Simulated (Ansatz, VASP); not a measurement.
**Al: VASP beside Ansatz**

```
Al
1.0
     2.85432    0.00000    0.00000
    -1.42716    2.47192    0.00000
     0.00000    0.00000    9.38319
Al
4
Direct
  0.00000 0.00000 0.00000
  0.33333 0.66667 0.25000
  0.00000 0.00000 0.50000
  0.66667 0.33333 0.75000
```

This isn't the form of Al at room conditions, which is fcc.

Alike in both runs: functional PBE; k mesh 18 × 18 × 6; occupations gaussian, width 0.1 eV; no spin polarisation.

Ansatz relaxed the structure, and its values are those at the end. VASP's run is a single point on that final structure, the one shown.

```csv
,VASP,Ansatz
version,VASP 6.6.1,Ansatz 0.2.0
potentials or method,"VASP PAW PBE potentials, release 64 (Al)","scalar-relativistic, plane waves, PAW"
plane-wave cutoff (eV),520,420
valence electrons in the cell,12,12
```

|  | VASP | Ansatz | Ansatz less VASP |
| --- | --- | --- | --- |
| gap on the k mesh at the Fermi level (eV) | none | none | - |
| pressure (GPa) | 0.0 | 0.0 | +0.04 |

A gap of «none» marks a metal or a gap that the smearing closes. The functional is the same, so the differences come from potentials, cutoffs and numerics.
